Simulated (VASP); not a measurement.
# InPd (Pm-3m) in VASP: further runs, part 2 of 2

VASP 6.6.1. The steps go on from the part before.

## 3. Single point, r2SCAN

INCAR reads:

```
  PREC = Accurate
  ENCUT = 250
  EDIFF = 1E-6
  ISMEAR = 0
  SIGMA = 0.15
  LREAL = F
  LASPH = T
  NELM = 100
  ALGO = Normal
  ISIF = 2
  LWAVE = F
  LCHARG = F
  METAGGA = R2SCAN
  LMIXTAU = T
  ADDGRID = F
```

KPOINTS reads:

```
regular mesh
0
Gamma
  3 3 3
```

POSCAR reads:

```
InPd
1.0
    3.2718847800      0.0000000000      0.0000000000
    0.0000000000      3.2718847800      0.0000000000
    0.0000000000      0.0000000000      3.2718847800
In Pd
1 1
Direct
    0.0000000000      0.0000000000      0.0000000000
    0.5000000000      0.5000000000      0.5000000000
```

Potentials or basis: VASP PAW PBE potentials, release 64 (In_d, Pd).

Command:

```sh
$ cat potpaw_PBE.64/In_d/POTCAR potpaw_PBE.64/Pd/POTCAR > POTCAR
$ mpirun -np 1 vasp_std > vasp.out
```

OUTCAR:

```text
PREC = Accurate
   ENCUT = 250
   EDIFF = 1E-6
   ISMEAR = 0
   LREAL = F
   LASPH = T
   NELM = 100
   ISIF = 2
   METAGGA = R2SCAN

 Found      4 irreducible k-points:

 Following reciprocal coordinates:
            Coordinates               Weight
  0.000000  0.000000  0.000000      1.000000
  0.333333  0.000000  0.000000      6.000000
  0.333333  0.333333  0.000000     12.000000
  0.333333  0.333333  0.333333      8.000000
   k-points           NKPTS =      4   k-points in BZ     NKDIM =      4   number of bands    NBANDS=     15
   number of dos      NEDOS =    301   number of ions     NIONS =      2
   total plane-waves  NPLWV =   5832
   dimension x,y,z NGX =    18 NGY =   18 NGZ =   18
   dimension x,y,z NGXF=    36 NGYF=   36 NGZF=   36
   ions per type =               1   1
   NGX,Y,Z   is equivalent  to a cutoff of   9.15,  9.15,  9.15 a.u.
   NGXF,Y,Z  is equivalent  to a cutoff of  18.29, 18.29, 18.29 a.u.
 SYSTEM =  unknown system
   PREC   = accura    normal or accurate (medium, high low for compatibility)
   ISTART =      0    job   : 0-new  1-cont  2-samecut
   ICHARG =      2    charge: 1-file 2-atom 10-const
   ISPIN  =      1    spin polarized calculation?
   LNONCOLLINEAR =      F non collinear calculations
   LSORBIT =      F    spin-orbit coupling
   LASPH  =      T    aspherical Exc in radial PAW
   ENCUT  =  250.0 eV  18.37 Ry    4.29 a.u.   4.22  4.22  4.22*2*pi/ulx,y,z
   NELM   =    100;   NELMIN=  2; NELMDL= -5     # of ELM steps
   EDIFF  = 0.1E-05   stopping-criterion for ELM
   LREAL  =      F    real-space projection
   EDIFFG = 0.1E-04   stopping-criterion for IOM
   NSW    =      0    number of steps for IOM
   IBRION =     -1    ionic relax: 0-MD 1-quasi-New 2-CG
   NFREE  =      0    steps in history (QN), initial steepest desc. (CG)
   ISIF   =      2    stress and relaxation
   ISYM   =      2    0-nonsym 1-usesym 2-fastsym
   POTIM  = 0.5000    time-step for ionic-motion
   TEBEG  =    0.0;   TEEND  =   0.0 temperature during run
   PSTRESS=    0.0 pullay stress
   NELECT =      23.0000    total number of electrons
   NUPDOWN=      -1.0000    fix difference up-down
   EMIN   =  10.00;   EMAX   =-10.00  energy-range for DOS
   EFERMI =   0.00;   METHOD = LEGACY
   ISMEAR =     0;   SIGMA  =   0.15  broadening in eV -4-tet -1-fermi 0-gaus
   EFERMI_NEDOS =   21; number of points for ismear=-14 and -15
   IALGO  =     38    algorithm
   IMIX   =      4    mixing-type and parameters
     AMIX     =   0.40;   BMIX     =  1.00
     AMIX_MAG =   1.60;   BMIX_MAG =  1.00
  volume/ion in A,a.u.               =      17.51       118.18
  Fermi-wavevector in a.u.,A,eV,Ry     =   1.422938  2.688964 27.548447  2.024754
  Thomas-Fermi vector in A             =   2.543589
   LORBIT       =      0    0 simple, 1 ext, 2 COOP (PROOUT), +10 PAW based schemes
   METAGGA = R2SCAN    functional components
   LHFCALC =     F    Hartree Fock is set to
   AEXX    =    0.0000 exact exchange contribution
   IVDW    =     0    specifies the selected vdW correction
   LEPSILON=     F    determine dielectric tensor
   LRPA    =     F    only Hartree local field effects (RPA)
 non-spin polarized calculation
 Gauss-broadening in eV      SIGMA  =   0.15
  energy-cutoff  :      250.00
  volume of cell :       35.03
 maximum number of plane-waves:       316
 NGX is ok and might be reduce to    18
   NGX =  9   NGY =  9   NGZ =  9

 number of electron      22.9999956 magnetization

 Free energy of the ion-electron system (eV)
  ---------------------------------------------------
  ext. energy  EPLUGINS =         0.00000000
  ---------------------------------------------------
  free energy    TOTEN  =       -46.48038622 eV

  energy without entropy =      -46.44463527  energy(sigma->0) =      -46.46251074

 E-fermi :  10.3043     XC(G=0): -13.2624

 val. band max:       10.2705260316   @ k =   0.3333   0.3333   0.0000
 cond. band min:      12.4871306597   @ k =   0.3333   0.3333   0.0000
 fundamental gap:      2.2166046281
 Fermi energy:        10.3043228907

 k-point     1 :       0.0000    0.0000    0.0000
  band No.  band energies     occupation
      1      -5.0916      2.00000
      2      -5.0916      2.00000
      3      -4.6667      2.00000
      4      -4.6667      2.00000
      5      -4.6667      2.00000
      6      -0.0499      2.00000
      7       6.2992      2.00000
      8       6.2992      2.00000
      9       7.8936      2.00000
     10       7.8936      2.00000
     11       7.8936      2.00000
     12      14.9017      0.00000
     13      14.9017      0.00000
     14      14.9017      0.00000
     15      20.5222      0.00000

 k-point     2 :       0.3333    0.0000    0.0000
  band No.  band energies     occupation
      1      -5.0454      2.00000
      2      -4.8167      2.00000
      3      -4.7506      2.00000
      4      -4.7506      2.00000
      5      -4.6415      2.00000
      6       1.7683      2.00000
      7       5.8740      2.00000
      8       6.3150      2.00000
      9       7.0999      2.00000
     10       7.0999      2.00000
     11       7.8372      2.00000
     12       9.7789      2.00000
     13      17.9785      0.00000
     14      17.9785      0.00000
     15      20.8095      0.00000

 k-point     3 :       0.3333    0.3333    0.0000
  band No.  band energies     occupation
      1      -4.9324      2.00000
      2      -4.9203      2.00000
      3      -4.7767      2.00000
      4      -4.7531      2.00000
      5      -4.6210      2.00000
      6       3.1546      2.00000
      7       5.9579      2.00000
      8       7.0059      2.00000
      9       7.0763      2.00000
     10       7.3174      2.00000
     11       7.5627      2.00000
     12      10.2705      1.25000
     13      12.4871      0.00000
     14      16.8208      0.00000
     15      19.6127      0.00000

 k-point     4 :       0.3333    0.3333    0.3333
  band No.  band energies     occupation
      1      -4.9174      2.00000
      2      -4.8803      2.00000
      3      -4.8803      2.00000
      4      -4.6100      2.00000
      5      -4.6100      2.00000
      6       4.0345      2.00000
      7       5.9310      2.00000
      8       5.9310      2.00000
      9       7.7350      2.00000
     10       7.7350      2.00000
     11       8.6376      2.00000
     12      12.6119      0.00000
     13      13.0946      0.00000
     14      13.0946      0.00000
     15      17.5805      0.00000

------------------------ aborting loop because EDIFF is reached ----------------------------------------

  FORCE on cell =-STRESS in cart. coord.  units (eV):
  Direction    XX          YY          ZZ          XY          YZ          ZX
  --------------------------------------------------------------------------------------
  -------------------------------------------------------------------------------------
  Total       -0.6020407     -0.6020407     -0.6020407      0.0000000     -0.0000000      0.0000000
  in kB      -27.5386344    -27.5386344    -27.5386344      0.0000000     -0.0000000      0.0000000
  external PRESSURE =     -27.5386344 kB  Pullay stress =       0.0000000 kB

 VOLUME and BASIS-vectors are now :
 -----------------------------------------------------------------------------
  energy-cutoff  :      250.00
  volume of cell :       35.03
      direct lattice vectors                 reciprocal lattice vectors
     3.271884780  0.000000000  0.000000000     0.305634234  0.000000000  0.000000000
     0.000000000  3.271884780  0.000000000     0.000000000  0.305634234  0.000000000
     0.000000000  0.000000000  3.271884780     0.000000000  0.000000000  0.305634234

 POSITION                                       TOTAL-FORCE (eV/Angst)
 -----------------------------------------------------------------------------------
      0.00000      0.00000      0.00000         0.000000      0.000000      0.000000
      1.63594      1.63594      1.63594         0.000000      0.000000      0.000000
 -----------------------------------------------------------------------------------
    total drift:                                0.000000     -0.000000      0.000000

  FREE ENERGIE OF THE ION-ELECTRON SYSTEM (eV)
  ---------------------------------------------------
  free  energy   TOTEN  =       -46.4803862191 eV

  energy  without entropy=      -46.4446352661  energy(sigma->0) =      -46.46251074
```

stdout:

```text
POSCAR found type information on POSCAR InPd
 POSCAR found :  2 types and       2 ions
 scaLAPACK will be used
 -----------------------------------------------------------------------------
|                                                                             |
|                                                                             |
|     You enforced a specific xc type in the INCAR file but a different       |
|     I HOPE YOU KNOW WHAT YOU ARE DOING!                                     |
|                                                                             |
 -----------------------------------------------------------------------------

 LDA part: xc-table for (None), standard interpolation
 POSCAR, INCAR and KPOINTS ok, starting setup
 FFT: planning ... GRIDC
 FFT: planning ... GRID_SOFT
 FFT: planning ... GRID
 WAVECAR not read
 entering main loop
```

It took 7.8 s on 1 thread of Intel Xeon 6975P-C (Granite Rapids), shared host; peak memory 0.11 GiB.

The run converged, but some of its settings lie outside the range that counts as converged, so its numbers aren't taken as properties of the crystal.

Results:

```
Free energy            : -46.4804 eV
Band gap on the k mesh : none (metal or under the smearing width)
```

Caveat: the k mesh is coarse (spacing up to 0.64 Å⁻¹), so the values aren't converged; the cutoff is under 1.25 times the usual one of these potentials, so pressure, stress and relaxed cells hold a basis-set (Pulay) error; the PAW data sets were made with another functional, which shifts forces and pressure a little.

## 4. Single point, r2SCAN

INCAR is that of step 3.

KPOINTS is that of step 3.

POSCAR reads:

```
InPd
1.0
    3.2718847800      0.0000000000      0.0000000000
    0.0000000000      3.2718847800      0.0000000000
    0.0000000000      0.0000000000      3.2718847800
In Pd
1 1
Direct
    0.0076950000     -0.0345290000      0.0307480000
    0.5133770000      0.5169540000      0.5028010000
```

Potentials or basis: VASP PAW PBE potentials, release 64 (In_d, Pd).

Command:

```sh
$ cat potpaw_PBE.64/In_d/POTCAR potpaw_PBE.64/Pd/POTCAR > POTCAR
$ mpirun -np 1 vasp_std > vasp.out
```

OUTCAR:

```text
PREC = Accurate
   ENCUT = 250
   EDIFF = 1E-6
   ISMEAR = 0
   LREAL = F
   LASPH = T
   NELM = 100
   ISIF = 2
   METAGGA = R2SCAN

 Found     14 irreducible k-points:

 Following reciprocal coordinates:
            Coordinates               Weight
  0.000000  0.000000  0.000000      1.000000
  0.333333  0.000000  0.000000      2.000000
  0.000000  0.333333  0.000000      2.000000
  0.000000  0.000000  0.333333      2.000000
  0.333333  0.333333  0.000000      2.000000
  0.000000  0.333333  0.333333      2.000000
   k-points           NKPTS =     14   k-points in BZ     NKDIM =     14   number of bands    NBANDS=     15
   number of dos      NEDOS =    301   number of ions     NIONS =      2
   total plane-waves  NPLWV =   5832
   dimension x,y,z NGX =    18 NGY =   18 NGZ =   18
   dimension x,y,z NGXF=    36 NGYF=   36 NGZF=   36
   ions per type =               1   1
   NGX,Y,Z   is equivalent  to a cutoff of   9.15,  9.15,  9.15 a.u.
   NGXF,Y,Z  is equivalent  to a cutoff of  18.29, 18.29, 18.29 a.u.
 SYSTEM =  unknown system
   PREC   = accura    normal or accurate (medium, high low for compatibility)
   ISTART =      0    job   : 0-new  1-cont  2-samecut
   ICHARG =      2    charge: 1-file 2-atom 10-const
[... 71 lines left out ...]
      7       6.2518      2.00000
      8       6.2664      2.00000
      9       7.8519      2.00000
     10       7.8614      2.00000
     11       7.8649      2.00000
     12      14.9283      0.00000
     13      14.9676      0.00000
     14      15.0668      0.00000
[... 77 lines left out ...]
      2      -4.9202      2.00000
      3      -4.7945      2.00000
      4      -4.7488      2.00000
      5      -4.6222      2.00000
      6       3.1536      2.00000
      7       5.9418      2.00000
      8       6.9497      2.00000
      9       7.1393      2.00000
     10       7.2965      2.00000
     11       7.5405      2.00000
     12      10.2859      1.28406
     13      12.4356      0.00000
     14      16.8265      0.00000
     15      19.6477      0.00000

 [... further k-points ...]

------------------------ aborting loop because EDIFF is reached ----------------------------------------

  FORCE on cell =-STRESS in cart. coord.  units (eV):
  Direction    XX          YY          ZZ          XY          YZ          ZX
  --------------------------------------------------------------------------------------
  -------------------------------------------------------------------------------------
  Total       -0.1197689     -0.2668928     -0.1717025      0.0670638     -0.3150575     -0.0395454
  in kB       -5.4784862    -12.2082528     -7.8540407      3.0676406    -14.4114056     -1.8088914
  external PRESSURE =      -8.5135932 kB  Pullay stress =       0.0000000 kB

 VOLUME and BASIS-vectors are now :
 -----------------------------------------------------------------------------
  energy-cutoff  :      250.00
  volume of cell :       35.03
      direct lattice vectors                 reciprocal lattice vectors
     3.271884780  0.000000000  0.000000000     0.305634234  0.000000000  0.000000000
     0.000000000  3.271884780  0.000000000     0.000000000  0.305634234  0.000000000
     0.000000000  0.000000000  3.271884780     0.000000000  0.000000000  0.305634234

 POSITION                                       TOTAL-FORCE (eV/Angst)
 -----------------------------------------------------------------------------------
      0.02518      3.15891      0.10060         0.094246      0.766786     -0.453973
      1.67971      1.69141      1.64511        -0.094246     -0.766786      0.453973
 -----------------------------------------------------------------------------------
    total drift:                               -0.002279      0.005533     -0.003718

  FREE ENERGIE OF THE ION-ELECTRON SYSTEM (eV)
  ---------------------------------------------------
  free  energy   TOTEN  =       -46.3974879093 eV

  energy  without entropy=      -46.3617746030  energy(sigma->0) =      -46.37963126
```

Run time: 11 s. Hardware: 1 thread of Intel Xeon 6975P-C (Granite Rapids), shared host; peak memory 0.11 GiB.

These settings aren't checked as converged: the numbers below hold their error.

What came out:

| Property | Result |
| --- | --- |
| Free energy | -46.3975 eV |
| Largest force | 0.896 eV/Å |
| Band gap on the k mesh | none (metal or under the smearing width) |

Caveat: the k mesh is coarse (spacing up to 0.64 Å⁻¹), so the values aren't converged; the cutoff is under 1.25 times the usual one of these potentials, so pressure, stress and relaxed cells hold a basis-set (Pulay) error; the PAW data sets were made with another functional, which shifts forces and pressure a little.
